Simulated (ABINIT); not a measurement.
Set up this calculation in ABINIT 10.8.3 (patched build), as the native input.

| Quantity | Value |
| --- | --- |
| Task | relaxation of cell and atoms |
| Functional | PBEsol |
| Potentials or basis | JTH PAW PBE v2.0 |
| Cutoff | 599 eV |
| k mesh | 8 × 8 × 5 |
| Occupations | fermi-dirac, width 0.05 eV |
| Spin | no spin polarisation |
| Cell freedom (optcell) | 2 |
| Cutoff smearing ecutsm (Ha) | 0.5 |
| Optimiser (ionmov) | 2 |
| Force stop (Ha/bohr) | 0.0005 |
| Fine-grid cutoff | 1197.3 eV |

Crystal: SnSe2.

```xyz
3
Lattice="3.8110 0.0000 0.0000 -1.9055 3.3004 0.0000 0.0000 0.0000 6.1360" Properties=species:S:1:pos:R:3 pbc="T T T"
Sn    0.0000    0.0000    0.0000
Se    1.9055    1.1001    4.6081
Se    0.0000    2.2003    1.5279
```

The input as run:

run.abi

```
pp_dirpath "./"
pseudos "Sn.GGA_PBE-JTH.xml, Se.GGA_PBE-JTH.xml"

acell 3.811 3.811 6.136 Angstrom
rprim
     1.0000000000     0.0000000000     0.0000000000
    -0.5000000000     0.8660254038     0.0000000000
     0.0000000000     0.0000000000     1.0000000000
ntypat 2
znucl 50 34
natom 3
typat 1 2 2
xred
     0.0000000000     0.0000000000     0.0000000000
     0.6666666667     0.3333333333     0.7510000000
     0.3333333333     0.6666666667     0.2490000000
chkprim 0
chksymtnons 0
tolsym 1.0e-6

ecut 22.0
pawecutdg 44.0
pawxcdev 0
pawovlp -1

kptopt 1
ngkpt 8 8 5
nshiftk 1
shiftk 0.0 0.0 0.0

ixc -116133

nband 17
occopt 3
tsmear 0.00183747

nstep 100
tolvrs 1.0e-9

iomode 3
prtwf 0
prtden 0
prteig 0
prtebands 0
enunit 1

ionmov 2
ntime 60
tolmxf 0.0005
optcell 2
dilatmx 1.08
ecutsm 0.5
```

Potentials or basis: JTH PAW PBE v2.0.

The run is started by

```console
$ abinit run.abi > log 2>&1
```

It gave:

```
Relaxed volume                                        : 26.20 Å³/atom
Relaxed cell                                          : a = 3.814 Å, b = 3.814 Å, c = 6.238 Å, α = 90.00°, β = 90.00°, γ = 120.00°
Space group after relaxing (to 0.05 Å)                : P-3m1 (No. 164)
Energy gained by relaxing                             : 12.1 meV/atom
Ionic steps                                           : 8
Pressure after relaxing                               : 0.0 GPa
Largest force after relaxing                          : 0.012 eV/Å
Band gap on the k mesh                                : 0.58 eV, indirect (least direct gap 1.11 eV)
Valence electrons inside the program's atomic spheres : Sn 11.88; Se 3.91
```

Caveat: the PAW data sets were made with another functional, which shifts forces and pressure a little; spin-orbit coupling is left out, which moves the levels of the heavy elements; an odd mesh through Γ misses points on the zone boundary, where band edges often lie; this functional lacks dispersion, which binds the layers, so the pressure and a relaxed spacing across them are unreliable.

It took 8.3 min on 1 thread of Arm Neoverse V2, on a shared host, peak memory 0.2 GiB.
